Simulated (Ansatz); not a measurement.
# IrO₂: enthalpy under pressure, worked through

These are results of Ansatz, DFT PBE, scalar-relativistic, plane waves, PAW, not measurements. Run with 420 eV cutoff, 8×8×12 k-mesh, Gaussian smearing of 0.10 eV, no spin polarisation.

Reference structure (relaxed):

```yaml
crystal:
  lattice:
    - [4.52883, 0.00000, 0.00000]
    - [0.00000, 4.52883, 0.00000]
    - [0.00000, 0.00000, 3.17986]
  atoms:
    - { symbol: Ir, position: [0.50000, 0.50000, 0.50000] }
    - { symbol: Ir, position: [0.00000, 0.00000, 0.00000] }
    - { symbol: O, position: [0.69158, 0.69158, 0.00000] }
    - { symbol: O, position: [0.80842, 0.19158, 0.50000] }
    - { symbol: O, position: [0.30842, 0.30842, 0.00000] }
    - { symbol: O, position: [0.19158, 0.80842, 0.50000] }
```

Cell and atoms were relaxed at each target pressure within the start's symmetry (P4_2/mnm), at zero temperature; other phases can be more stable under pressure. H = E + PV with P the target; E is the free energy at the smearing used, whose derivative the pressure is, per atom and counted from zero pressure.

Spin–orbit coupling is left out, which can shift energies with elements as heavy as these.

```
P (GPa) V (Å³/atom) E − E0 (meV) H − H0 (meV)
      0       10.870           0.0           0.0
      2       10.789           0.5         135.2
      5       10.674           3.0         336.1
     10       10.496          11.3         666.4
     20       10.183          40.4        1311.5
     40        9.677         133.7        2549.7
```

Thermodynamics gives dH/dP = V along a relaxed path. Integrate V over P by the trapezoid rule and compare with the computed enthalpies.

With 1 eV/Å³ = 160.22 GPa, each step adds the mean volume times ΔP / 160.22:
```csv
P (GPa),∫V dP (meV),H − H0 (meV),difference (meV)
2,135.2,135.2,0.0
5,336.1,336.1,0.0
10,666.4,666.4,0.0
20,1311.8,1311.5,0.3
40,2551.3,2549.7,1.7
```

V(P) curves upward, so the trapezoid rule runs high; integrating a smooth curve through the same points puts that excess at about 1.7 meV at 40 GPa, against the 1.7 meV found.

At 40 GPa, how much of the enthalpy change is stored energy and how much is the PV term?

E rises by 134 meV/atom and PV is 40 × 9.677 / 160.22 = 2416 meV/atom, so PV makes 95 % of ΔH. So between rival structures at high pressure a small difference in volume can outweigh the difference in energy: 1 % of this volume is worth 24.2 meV/atom at this pressure.

What bulk modulus do the lowest pressures give, and how is the compression shared among the axes?

From the pressures that the runs reached, -2.00 GPa (10.955 Å³) and 2.00 GPa (10.789 Å³), B = −ΔP/Δln V = 4.00 / 0.0152 = 263 GPa, a mean over that range. The linear compressibilities −Δln(length)/ΔP are 1.56 along a, 1.56 along b, 0.68 along c (in TPa⁻¹). With fixed angles they add up to 1/B: 3.81 against 3.81. Softest: a and b, at 41 % of the volume change per axis.